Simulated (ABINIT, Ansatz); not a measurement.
## MoTe2 and the functional, program beside program

```cif
data_structure
_symmetry_space_group_name_H-M 'P6_3/mmc'
_symmetry_Int_Tables_number 194
_cell_length_a 3.5182
_cell_length_b 3.5182
_cell_length_c 13.9736
_cell_angle_alpha 90.000
_cell_angle_beta 90.000
_cell_angle_gamma 120.000
_cell_volume 149.79
loop_
_atom_site_label
_atom_site_type_symbol
_atom_site_symmetry_multiplicity
_atom_site_Wyckoff_symbol
_atom_site_fract_x
_atom_site_fract_y
_atom_site_fract_z
_atom_site_occupancy
Te1 Te 4 f 0.66667 0.33333 0.37900 1
Mo1 Mo 2 c 0.66667 0.33333 0.75000 1
```

Kept alike: task band structure; k mesh 9 × 9 × 2; occupations fermi-dirac, width 0.05 eV; no spin polarisation. The mesh is that of the run's cell of 6 atoms. No spin-orbit coupling.

- A: ABINIT; JTH PAW LDA v2.0 (LDA); JTH PAW PBE v2.0 (PBE, PBEsol), cutoff 408 eV
- B: Ansatz, all-electron LAPW, scalar-relativistic

```csv
functional,A: pressure (GPa),B: pressure (GPa)
LDA,-2.16,-2.99
PBE,3.81,2.94
PBEsol,-0.07,-1.09
```

Pressure is positive in compression; plane-wave values hold the error of the finite cutoff. Values on potentials made for another functional: A at PBEsol.

Problem. How large is the effect of the functional, and do the programs agree on it?

Solution. From LDA to PBE the pressure moves by +5.97 in A, +5.93 in B (GPa). Row by row the programs differ by 0.83 to 1.02, and over this span the shifts, as printed, agree within about 1 %. Shifts from LDA: PBE +5.97, +5.93; PBEsol +2.09, +1.90; the programs' shifts differ by up to 0.19.
